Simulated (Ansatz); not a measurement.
Zn:

```
Zn
1.0
     2.67000    0.00000    0.00000
    -1.33500    2.31229    0.00000
     0.00000    0.00000    4.96600
Zn
2
Direct
  0.66667 0.33333 0.75000
  0.33333 0.66667 0.25000
```

```yaml
Program: Ansatz 0.2.0
Task: single point
Functional: PBEsol
Potentials_or_basis: Ansatz PAW
Cutoff: "420 eV (not typed: the program's choice for these potentials)"
k_mesh: 11 × 11 × 6
Occupations: fermi-dirac, width 0.05 eV
Spin: no spin polarisation
```

On this cell: pressure -5.6 GPa; largest force under 0.003 eV/Å; band gap on the k mesh none (metal or under the smearing width).

The same run follows on a disturbed copy (atoms moved at random, drawn with an rms of 0.05 Å):

```
Zn
1.0
     2.67000    0.00000    0.00000
    -1.33500    2.31229    0.00000
     0.00000    0.00000    4.96600
Zn
2
Direct
  0.66542 0.31974 0.74893
  0.32257 0.68013 0.25107
```

Question: What changes?

Answer: The energy (extrapolated to zero smearing) moves by +1.0 meV/atom; pressure -5.6 GPa; largest force 0.045 eV/Å; band gap on the k mesh none (metal or under the smearing width).

Forces in eV/Å, atoms in the order of the input:
```
Zn  -0.026  0.031  0.019
Zn   0.026 -0.031 -0.019
```

Stress tensor (GPa, compression positive):
```
-5.56 -0.08 -0.01
-0.08 -5.71  0.01
-0.01  0.01 -5.51
```

Caveats: the PAW data sets come from PBE, with cores solved anew for the run's functional, which leaves a small shift of forces and pressure.
